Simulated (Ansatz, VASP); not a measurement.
SnSe in VASP and in Ansatz

Contents of INCAR:

```
SYSTEM = SnSe
PREC = Accurate ; ENCUT = 520
EDIFF = 1E-6 ; ISMEAR = -1
SIGMA = 0.02 ; LREAL = .False.
LASPH = .True. ; NELM = 100
ALGO = Normal ; ISIF = 2
LWAVE = .False. ; LCHARG = .False.
GGA = PE ; NBANDS = 17
```

File KPOINTS:

```
regular mesh
0
Gamma
  4 4 4
  0 0 0
```

Contents of POSCAR:

```
SnSe
1.0
    0.0000000000      3.0100000000      3.0100000000
    3.0100000000      0.0000000000      3.0100000000
    3.0100000000      3.0100000000      0.0000000000
Sn Se
1 1
Direct
    0.0000000000      0.0000000000      0.0000000000
    0.5000000000      0.5000000000      0.5000000000
```

Contents of input.yaml:

```yaml
crystal:
  lattice:
    - [0.0, 3.01, 3.01]
    - [3.01, 0.0, 3.01]
    - [3.01, 3.01, 0.0]
  atoms:
    - { symbol: Sn, position: [0.0, 0.0, 0.0] }
    - { symbol: Se, position: [0.5, 0.5, 0.5] }
kpoints:
  mp_grid: { grid: [4, 4, 4] }
scf:
  occupations: { method: fermi_dirac, width: 0.02 }
hamiltonian:
  xc: pbe
  pseudopotentials: { kind: all_electron, lapw: { basis_error: 0.003 } }
output:
  forces: true
  stress: true
  eigenvalues: true
```

Measurements of this composition are mostly on another form, of space group No. 62.

Alike in both runs: task single point; functional PBE; k mesh 4 × 4 × 4; occupations fermi-dirac, width 0.02 eV; no spin polarisation.

|  | VASP | Ansatz |
| --- | --- | --- |
| version | VASP 6.6.1 | Ansatz 0.2.0 |
| potentials or method | VASP PAW PBE potentials, release 64 (Sn_d, Se) | all-electron LAPW, scalar-relativistic |
| plane-wave cutoff (eV) | 520 | see its input |

```csv
,VASP,Ansatz,Ansatz less VASP
gap on the k mesh at the Fermi level (eV),0.57,0.57,0.000
least direct gap on the mesh (eV),0.57,0.57,0.000
pressure (GPa),-0.4,-0.4,+0.02
```

Ansatz ran all-electron here, so the differences hold the error of VASP's frozen core and of both bases.

Caveats: the k mesh is coarse (spacing up to 0.45 Å⁻¹), so the values aren't converged; spin-orbit coupling is left out, which moves the levels of the heavy elements. A k mesh can miss the band edges.
